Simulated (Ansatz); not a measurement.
# HfO2: the cost of one run

Program: Ansatz 0.2.0. Level of theory: DFT PBEsol, scalar-relativistic, plane waves, PAW. These are calculated values, not measurements.

7 further runs of the same task are left out: 1 that didn't finish, 6 set aside as unsound or not needed. Runs told in other sessions of the task aren't counted.

## 1. The structure to begin with

The structure is tetragonal, space group P4_2/mnm (No. 136). The conventional cell has a = 4.831 Å, b = 4.831 Å, c = 3.210 Å, α = 90.00°, β = 90.00°, γ = 90.00°. Hf (site symmetry mmm) is surrounded by 6 O at 2.08 to 2.09 Å. O (site symmetry m2m) has 3 Hf at 2.08 to 2.09 Å in its first shell of neighbours.

Structure file:

```cif
data_structure
_symmetry_space_group_name_H-M 'P 1'
_symmetry_Int_Tables_number 1
_cell_length_a 4.8310
_cell_length_b 4.8310
_cell_length_c 3.2101
_cell_angle_alpha 90.000
_cell_angle_beta 90.000
_cell_angle_gamma 90.000
_cell_volume 74.92
loop_
_atom_site_label
_atom_site_type_symbol
_atom_site_fract_x
_atom_site_fract_y
_atom_site_fract_z
_atom_site_occupancy
Hf1 Hf 0.00000 0.00000 0.00000 1
Hf2 Hf 0.50000 0.50000 0.50000 1
O1 O 0.19497 0.80503 0.50000 1
O2 O 0.30503 0.30503 0.00000 1
O3 O 0.69497 0.69497 0.00000 1
O4 O 0.80503 0.19497 0.50000 1
```

It goes back to an entry of the Materials Project, which need not be the stable form.

This cell was relaxed beforehand with the same method: volume 12.49 Å³/atom, gap on the mesh 3.89 eV.

## 2. The scan

Atoms count from 1 in the order of the input.

One atom moved over a plane, all else fixed.

- shift of Hf1 along [1 1 0]: 11 values from −0.690 to 0.690 Å
- shift of Hf1 along [0 0 1]: 11 values from −0.690 to 0.690 Å

Nothing else is relaxed (all other atoms fixed). Energies count from the relaxed crystal. Points are written as (first, second).

## 3. Point (−0.414 Å, −0.552 Å)

Input file input.yaml:

```yaml
crystal:
  lattice:
    - [4.8309714453, 0.0, 0.0]
    - [0.0, 4.8309714453, 0.0]
    - [0.0, 0.0, 3.2100772211]
  atoms:
    - { symbol: Hf, position: [-0.060596965, -0.060596965, -0.1719584801] }
    - { symbol: Hf, position: [0.5, 0.5, 0.5] }
    - { symbol: O, position: [0.1949717253, 0.8050282747, 0.5] }
    - { symbol: O, position: [0.3050282747, 0.3050282747, 0.0] }
    - { symbol: O, position: [0.6949717253, 0.6949717253, 0.0] }
    - { symbol: O, position: [0.8050282747, 0.1949717253, 0.5] }
basis:
  ecutwfc: 420
kpoints:
  mp_grid: { grid: [6, 6, 8] }
hamiltonian:
  xc: pbesol
  pseudopotentials: { kind: paw, azcp: { folder: soft_1 } }
scf:
  occupations: { method: gaussian, width: 0.05 }
output:
  forces: true
  stress: true
  eigenvalues: true
```

Launch:

```console
> ansatz run input.yaml --threads 2 --pin off --max-ram 4096MiB --backend cpu --events-out ev --progress --plain --runs-dir out
```

Q: Estimate wall time and peak memory on 2 threads of Intel Xeon Platinum 8488C (Sapphire Rapids), shared host.

About 13 s, with a peak of 0.54 GiB.
